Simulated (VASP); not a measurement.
# Mg2Ge (Fm-3m) in VASP: a series of runs

Runs on Mg2Ge. Level: PBE+D3(BJ). Tasks: single point, relaxation of cell and atoms.

Everything below comes from runs of VASP 6.6.1. Logs are shortened: lines on timing, memory, paths and dates and some standing lists are left out, and cuts for length are marked.

## (1) The crystal as given

It takes space group Fm-3m (No. 225, cubic). The conventional cell has a = 6.325 Å, b = 6.325 Å, c = 6.325 Å, α = 90.00°, β = 90.00°, γ = 90.00°. Mg (site symmetry -43m) has 4 Ge at 2.74 Å as nearest neighbours. Ge (site symmetry m-3m) has 8 Mg at 2.74 Å as nearest neighbours.

The cell comes from a database or a generator and needn't be the stable form of this composition.

## (2) Single point, PBE+D3(BJ)

File INCAR:

```
ALGO     = Normal         # electronic algorithm
EDIFF    = 1E-7           # SCF threshold, eV
ENCUT    = 520            # plane-wave cutoff, eV
GGA      = PE             # functional
ISIF     = 2              # what is computed and relaxed
ISMEAR   = 0              # smearing method
IVDW     = 12             # dispersion correction
LASPH    = True           # aspherical terms in the spheres
LCHARG   = False          # write CHGCAR
LREAL    = False          # projectors in reciprocal space
LWAVE    = False          # write WAVECAR
NBANDS   = 16             # bands
NELM     = 60             # most SCF steps
PREC     = Accurate       # precision mode
SIGMA    = 0.01           # smearing width, eV
```

File KPOINTS:

```
k-points
0
Gamma
  10 10 10
```

File POSCAR:

```
Mg2Ge
1.0
    0.0000000000      3.1623461800      3.1623461800
    3.1623461800      0.0000000000      3.1623461800
    3.1623461800      3.1623461800      0.0000000000
Mg Ge
2 1
Direct
    0.7500000000      0.7500000000      0.7500000000
    0.2500000000      0.2500000000      0.2500000000
    0.0000000000      0.0000000000      0.0000000000
```

Potentials or basis: VASP PAW PBE potentials, release 64 (Mg, Ge_d).

Started as:

```
cat potpaw_PBE.64/Mg/POTCAR potpaw_PBE.64/Ge_d/POTCAR > POTCAR
mpirun -np 1 vasp_std > vasp.out
```

OUTCAR:

```text
EDIFF = 1E-7
   ENCUT = 520
   GGA = PE
   ISIF = 2
   ISMEAR = 0
   IVDW = 12
   LASPH = True
   LREAL = False
   NELM = 60
   PREC = Accurate
 IVDW          = 12

 ion  position               nearest neighbor table
   1  0.750  0.750  0.750-   3 2.74   3 2.74   3 2.74   3 2.74   2 3.16   2 3.16   2 3.16   2 3.16
                             2 3.16   2 3.16
   2  0.250  0.250  0.250-   3 2.74   3 2.74   3 2.74   3 2.74   1 3.16   1 3.16   1 3.16   1 3.16
                             1 3.16   1 3.16
   3  0.000  0.000  0.000-   1 2.74   1 2.74   1 2.74   1 2.74   2 2.74   2 2.74   2 2.74   2 2.74

  LATTYP: Found a face centered cubic cell.
 ALAT       =     6.3246923600

  Lattice vectors:

 A1 = (   0.0000000000,   3.1623461800,   3.1623461800)
 A2 = (   3.1623461800,   0.0000000000,   3.1623461800)
 A3 = (   3.1623461800,   3.1623461800,   0.0000000000)

Analysis of symmetry for initial positions (statically):
=====================================================================
 Subroutine PRICEL returns:
 Original cell was already a primitive cell.

 Routine SETGRP: Setting up the symmetry group for a
 face centered cubic supercell.

 Subroutine GETGRP returns: Found 48 space group operations
 (whereof 48 operations were pure point group operations)
 out of a pool of 48 trial point group operations.

The static configuration has the point symmetry O_h .

Analysis of symmetry for dynamics (positions and initial velocities):
=====================================================================
 Subroutine PRICEL returns:
 Original cell was already a primitive cell.

 Routine SETGRP: Setting up the symmetry group for a
 face centered cubic supercell.

 Subroutine GETGRP returns: Found 48 space group operations
 (whereof 48 operations were pure point group operations)
 out of a pool of 48 trial point group operations.

The dynamic configuration has the point symmetry O_h .

 Subroutine INISYM returns: Found 48 space group operations
 (whereof 48 operations are pure point group operations),
 and found     1 'primitive' translations

----------------------------------------------------------------------------------------

                                     Primitive cell

  volume of cell :      63.2497

  direct lattice vectors                    reciprocal lattice vectors
     0.000000000  3.162346180  3.162346180    -0.158110457  0.158110457  0.158110457
     3.162346180  0.000000000  3.162346180     0.158110457 -0.158110457  0.158110457
     3.162346180  3.162346180  0.000000000     0.158110457  0.158110457 -0.158110457

  length of vectors
     4.472232857  4.472232857  4.472232857     0.273855345  0.273855345  0.273855345

  position of ions in fractional coordinates (direct lattice)
     0.750000000  0.750000000  0.750000000
     0.250000000  0.250000000  0.250000000
     0.000000000  0.000000000  0.000000000

  ion indices of the primitive-cell ions
   primitive index   ion index
                 1           1
                 2           2
                 3           3

----------------------------------------------------------------------------------------

 KPOINTS: k-points

Automatic generation of k-mesh.
 Grid dimensions read from file:
 generate k-points for:   10   10   10

 Generating k-lattice:

  Cartesian coordinates                     Fractional coordinates (reciprocal lattice)
    -0.015811046  0.015811046  0.015811046     0.100000000  0.000000000  0.000000000
     0.015811046 -0.015811046  0.015811046     0.000000000  0.100000000  0.000000000
     0.015811046  0.015811046 -0.015811046     0.000000000  0.000000000  0.100000000

  Length of vectors
     0.027385534  0.027385534  0.027385534

  Shift w.r.t. Gamma in fractional coordinates (k-lattice)
     0.000000000  0.000000000  0.000000000

 Subroutine IBZKPT returns following result:
 ===========================================

 Found     47 irreducible k-points:

 Following reciprocal coordinates:
            Coordinates               Weight
  0.000000  0.000000  0.000000      1.000000
  0.100000  0.000000  0.000000      8.000000
  0.200000  0.000000  0.000000      8.000000
  0.300000  0.000000  0.000000      8.000000
  0.400000  0.000000  0.000000      8.000000
  0.500000  0.000000  0.000000      4.000000
[... 16 lines left out ...]
  0.300000  0.300000  0.000000      6.000000
  0.400000  0.300000  0.000000     24.000000
 [... further k-points ...]
   k-points           NKPTS =     47   k-points in BZ     NKDIM =     47   number of bands    NBANDS=     16
   number of dos      NEDOS =    301   number of ions     NIONS =      3
   total plane-waves  NPLWV =  46656
   dimension x,y,z NGX =    36 NGY =   36 NGZ =   36
   dimension x,y,z NGXF=    72 NGYF=   72 NGZF=   72
   ions per type =               2   1
   NGX,Y,Z   is equivalent  to a cutoff of  13.38, 13.38, 13.38 a.u.
   NGXF,Y,Z  is equivalent  to a cutoff of  26.76, 26.76, 26.76 a.u.
 SYSTEM =  unknown system
   PREC   = accura    normal or accurate (medium, high low for compatibility)
   ISTART =      0    job   : 0-new  1-cont  2-samecut
   ICHARG =      2    charge: 1-file 2-atom 10-const
   ISPIN  =      1    spin polarized calculation?
   LNONCOLLINEAR =      F non collinear calculations
   LSORBIT =      F    spin-orbit coupling
   LASPH  =      T    aspherical Exc in radial PAW
   ENCUT  =  520.0 eV  38.22 Ry    6.18 a.u.   8.32  8.32  8.32*2*pi/ulx,y,z
   NELM   =     60;   NELMIN=  2; NELMDL= -5     # of ELM steps
   EDIFF  = 0.1E-06   stopping-criterion for ELM
   LREAL  =      F    real-space projection
   EDIFFG = 0.1E-05   stopping-criterion for IOM
   NSW    =      0    number of steps for IOM
   IBRION =     -1    ionic relax: 0-MD 1-quasi-New 2-CG
   NFREE  =      0    steps in history (QN), initial steepest desc. (CG)
   ISIF   =      2    stress and relaxation
   ISYM   =      2    0-nonsym 1-usesym 2-fastsym
   POTIM  = 0.5000    time-step for ionic-motion
   TEBEG  =    0.0;   TEEND  =   0.0 temperature during run
   PSTRESS=    0.0 pullay stress
   NELECT =      18.0000    total number of electrons
   NUPDOWN=      -1.0000    fix difference up-down
   EMIN   =  10.00;   EMAX   =-10.00  energy-range for DOS
   EFERMI =   0.00;   METHOD = LEGACY
   ISMEAR =     0;   SIGMA  =   0.01  broadening in eV -4-tet -1-fermi 0-gaus
   EFERMI_NEDOS =   21; number of points for ismear=-14 and -15
   IALGO  =     38    algorithm
   IMIX   =      4    mixing-type and parameters
     AMIX     =   0.40;   BMIX     =  1.00
     AMIX_MAG =   1.60;   BMIX_MAG =  1.00
  volume/ion in A,a.u.               =      21.08       142.28
  Fermi-wavevector in a.u.,A,eV,Ry     =   1.076828  2.034909 15.776746  1.159558
  Thomas-Fermi vector in A             =   2.212723
   LORBIT       =      0    0 simple, 1 ext, 2 COOP (PROOUT), +10 PAW based schemes
   GGA     = PE    functional components
   LHFCALC =     F    Hartree Fock is set to
   AEXX    =    0.0000 exact exchange contribution
   IVDW    =    12    specifies the selected vdW correction
   LEPSILON=     F    determine dielectric tensor
   LRPA    =     F    only Hartree local field effects (RPA)
 non-spin polarized calculation
 Gauss-broadening in eV      SIGMA  =   0.01
  energy-cutoff  :      520.00
  volume of cell :       63.25
 maximum number of plane-waves:      1724
 NGX is ok and might be reduce to    36
   NGX = 17   NGY = 17   NGZ = 17

 number of electron      17.9999997 magnetization

 Free energy of the ion-electron system (eV)
  ---------------------------------------------------
  ext. energy  EPLUGINS =         0.00000000
  ---------------------------------------------------
  free energy    TOTEN  =        -8.34196960 eV

  energy without entropy =       -8.34196960  energy(sigma->0) =       -8.34196960

 E-fermi :   3.7483     XC(G=0):  -9.1859

 val. band max:        3.6951856673   @ k =   0.0000   0.0000   0.0000
 cond. band min:       3.8168640677   @ k =   0.5000   0.5000   0.0000
 fundamental gap:      0.1216784004
 Fermi energy:         3.7483482088

 k-point     1 :       0.0000    0.0000    0.0000
  band No.  band energies     occupation
      1     -19.9877      2.00000
      2     -19.9877      2.00000
      3     -19.9877      2.00000
      4     -19.9683      2.00000
      5     -19.9683      2.00000
      6      -6.1720      2.00000
[... 8 lines left out ...]
     15       9.8559      0.00000
     16      10.1047      0.00000

 k-point     2 :       0.1000    0.0000    0.0000
  band No.  band energies     occupation
      1     -19.9877      2.00000
      2     -19.9876      2.00000
      3     -19.9876      2.00000
      4     -19.9683      2.00000
      5     -19.9683      2.00000
      6      -6.0862      2.00000
[... 8 lines left out ...]
     15       9.2236      0.00000
     16      10.4214      0.00000

 k-point     3 :       0.2000    0.0000    0.0000
  band No.  band energies     occupation
      1     -19.9876      2.00000
      2     -19.9873      2.00000
      3     -19.9873      2.00000
      4     -19.9683      2.00000
      5     -19.9683      2.00000
      6      -5.8385      2.00000
[... 8 lines left out ...]
     15       8.8449      0.00000
     16       9.9273      0.00000

 k-point     4 :       0.3000    0.0000    0.0000
  band No.  band energies     occupation
      1     -19.9875      2.00000
      2     -19.9869      2.00000
      3     -19.9869      2.00000
      4     -19.9682      2.00000
      5     -19.9682      2.00000
      6      -5.4679      2.00000
[... 8 lines left out ...]
     15       9.4543      0.00000
     16       9.9403      0.00000
[... 324 lines left out ...]
 k-point    22 :      -0.2000    0.2000    0.0000
  band No.  band energies     occupation
      1     -19.9874      2.00000
      2     -19.9868      2.00000
      3     -19.9867      2.00000
      4     -19.9683      2.00000
      5     -19.9681      2.00000
      6      -5.3417      2.00000
[... 8 lines left out ...]
     15      11.8213      0.00000
     16      11.8418      0.00000

 k-point    23 :       0.3000    0.3000    0.0000
  band No.  band energies     occupation
      1     -19.9885      2.00000
      2     -19.9860      2.00000
      3     -19.9860      2.00000
      4     -19.9689      2.00000
      5     -19.9675      2.00000
      6      -5.2247      2.00000
[... 8 lines left out ...]
     15      11.1016      0.00000
     16      13.1269      0.00000

 k-point    24 :       0.4000    0.3000    0.0000
  band No.  band energies     occupation
      1     -19.9885      2.00000
      2     -19.9858      2.00000
      3     -19.9857      2.00000
      4     -19.9689      2.00000
      5     -19.9674      2.00000
      6      -4.9147      2.00000
[... 8 lines left out ...]
     15      11.9449      0.00000
     16      13.1742      0.00000

 [... further k-points ...]

------------------------ aborting loop because EDIFF is reached ----------------------------------------

 Edisp (eV)   -0.92106

 E8    (eV) :    -0.4051

  FORCE on cell =-STRESS in cart. coord.  units (eV):
  Direction    XX          YY          ZZ          XY          YZ          ZX
  --------------------------------------------------------------------------------------
  -------------------------------------------------------------------------------------
  Total      -0.06189    -0.06189    -0.06189     0.00000     0.00000     0.00000
  in kB      -1.56761    -1.56761    -1.56761     0.00000     0.00000     0.00000
  external pressure =       -1.57 kB  Pullay stress =        0.00 kB

 VOLUME and BASIS-vectors are now :
 -----------------------------------------------------------------------------
  energy-cutoff  :      520.00
  volume of cell :       63.25
      direct lattice vectors                 reciprocal lattice vectors
     0.000000000  3.162346180  3.162346180    -0.158110457  0.158110457  0.158110457
     3.162346180  0.000000000  3.162346180     0.158110457 -0.158110457  0.158110457
     3.162346180  3.162346180  0.000000000     0.158110457  0.158110457 -0.158110457

 POSITION                                       TOTAL-FORCE (eV/Angst)
 -----------------------------------------------------------------------------------
      4.74352      4.74352      4.74352        -0.000000     -0.000000      0.000000
      1.58117      1.58117      1.58117         0.000000      0.000000     -0.000000
      0.00000      0.00000      0.00000        -0.000000     -0.000000     -0.000000
 -----------------------------------------------------------------------------------
    total drift:                               -0.000000      0.000000      0.000000

  FREE ENERGIE OF THE ION-ELECTRON SYSTEM (eV)
  ---------------------------------------------------
  free  energy   TOTEN  =        -9.2630284076 eV

  energy  without entropy=       -9.2630284076  energy(sigma->0) =       -9.26302841
```

It took 49 s on 1 thread of Intel Xeon Platinum 8488C (Sapphire Rapids), shared host; peak memory 0.23 GiB.

What came out:

| Quantity | Value |
| --- | --- |
| Free energy | -9.2630 eV |
| Pressure | -0.2 GPa |
| Band gap on the k mesh | 0.12 eV, indirect (least direct gap 1.20 eV) |
| Dispersion energy per atom | -0.307 eV |

Levels at points of the mesh, in eV from the valence-band top:
| k point | band 6 | band 7 | band 8 | band 9 | band 10 | band 11 | band 12 | band 13 |
| --- | --- | --- | --- | --- | --- | --- | --- | --- |
| (0.00, 0.00, 0.00) | -9.87 | 0.00 | 0.00 | 0.00 | 1.20 | 2.88 | 2.88 | 2.88 |
| (0.50, 0.00, 0.00) | -8.59 | -4.94 | -0.74 | -0.74 | 1.13 | 2.79 | 2.79 | 4.91 |
| (0.50, 0.50, 0.00) | -8.11 | -4.60 | -2.05 | -2.05 | 0.12 | 0.61 | 8.06 | 8.06 |

(Continued in part 2 of 2.)
